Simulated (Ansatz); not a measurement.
# Ti3Al5: the cost of one run

Computed with Ansatz 0.2.0 (DFT r2SCAN, scalar-relativistic, plane waves, PAW, unless a step's input says otherwise).

1 further run of the same task is left out (set aside as unsound or not needed). Runs told in other sessions of the task aren't counted.

**1. The system as given**

It takes space group Pmmm (No. 47, orthorhombic). Conventional cell: a = 3.902 Å, b = 4.023 Å, c = 8.071 Å, α = 90.00°, β = 90.00°, γ = 90.00°. Around Ti (site symmetry mm2) lie 10 Al at 2.72 to 2.94 Å and 2 Ti at 2.89 Å. Ti (site symmetry mmm) has 8 Al at 2.80 to 2.81 Å and 4 Ti at 2.89 Å in its first shell of neighbours. Al (site symmetry mmm) is surrounded by 4 Al at 2.76 Å and 8 Ti at 2.80 to 2.94 Å. Al (site symmetry mmm) has 4 Ti at 2.77 Å and 8 Al at 2.80 to 2.85 Å in its first shell of neighbours. Al (site symmetry mmm) has 4 Ti at 2.72 Å and 8 Al at 2.80 to 2.89 Å in its first shell of neighbours. Around Al (site symmetry mm2) lie 6 Al at 2.76 to 2.89 Å and 6 Ti at 2.81 Å.

As a file:

```cif
data_structure
_symmetry_space_group_name_H-M 'P 1'
_symmetry_Int_Tables_number 1
_cell_length_a 3.9016
_cell_length_b 4.0227
_cell_length_c 8.0706
_cell_angle_alpha 90.000
_cell_angle_beta 90.000
_cell_angle_gamma 90.000
_cell_volume 126.67
loop_
_atom_site_label
_atom_site_type_symbol
_atom_site_fract_x
_atom_site_fract_y
_atom_site_fract_z
_atom_site_occupancy
Ti1 Ti 0.00000 0.50000 0.26487 1
Ti2 Ti 0.00000 0.50000 0.73513 1
Ti3 Ti 0.50000 0.50000 0.00000 1
Al1 Al 0.00000 0.00000 0.00000 1
Al2 Al 0.00000 0.00000 0.50000 1
Al3 Al 0.50000 0.50000 0.50000 1
Al4 Al 0.50000 0.00000 0.24233 1
Al5 Al 0.50000 0.00000 0.75767 1
```

It goes back to an entry of the Materials Project, which need not be the stable form.

It is the result of an earlier relaxation at this level (volume 15.83 Å³/atom; gap on the mesh: none (metal)).

**2. The reference: the undisturbed cell on the scan's mesh**

Input file input.yaml:

```yaml
crystal:
  lattice:
    - [3.9016290122, 0.0, 0.0]
    - [0.0, 4.0227228113, 0.0]
    - [0.0, 0.0, 8.0705706867]
  atoms:
    - { symbol: Ti, position: [0.0, 0.5, 0.2648736031] }
    - { symbol: Ti, position: [0.0, 0.5, 0.7351263969] }
    - { symbol: Ti, position: [0.5, 0.5, 0.0] }
    - { symbol: Al, position: [0.0, 0.0, 0.0] }
    - { symbol: Al, position: [0.0, 0.0, 0.5] }
    - { symbol: Al, position: [0.5, 0.5, 0.5] }
    - { symbol: Al, position: [0.5, 0.0, 0.2423326362] }
    - { symbol: Al, position: [0.5, 0.0, 0.7576673638] }
basis:
  ecutwfc: 500
kpoints:
  mp_grid: { grid: [10, 10, 6] }
hamiltonian:
  xc: r2scan
scf:
  occupations: { method: gaussian, width: 0.15 }
output:
  forces: true
  stress: true
  eigenvalues: true
```

Launch:

```console
ansatz run input.yaml --threads 2 --pin off --max-ram 5120MiB --backend cpu --events-out ev --progress --plain --runs-dir out
```

What time and memory should one allow on 2 threads of Intel Xeon Platinum 8259CL at 2.50GHz (Skylake/Cascade Lake), shared host?

About 40 s, with a peak of 1 GiB.
